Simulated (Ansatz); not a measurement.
Structure types of Mo were relaxed at one common pressure (all-electron LAPW in Ansatz 0.2.0 under PBE, scalar-relativistic, no spin polarisation, zero temperature). They take these volumes:

| type | space group | V (Å³/atom) |
| --- | --- | --- |
| bcc | Im-3m | 14.33 |
| hcp | P6_3/mmc | 14.48 |
| omega | P6/mmm | 14.51 |
| diamond | Fd-3m | 18.92 |
| beta tin | I4_1/amd | 15.00 |

Problem. At about which pressure, and is the densest type also the lowest in enthalpy?

Solution. 31 GPa. The densest is bcc, and it is also the lowest in enthalpy among these.
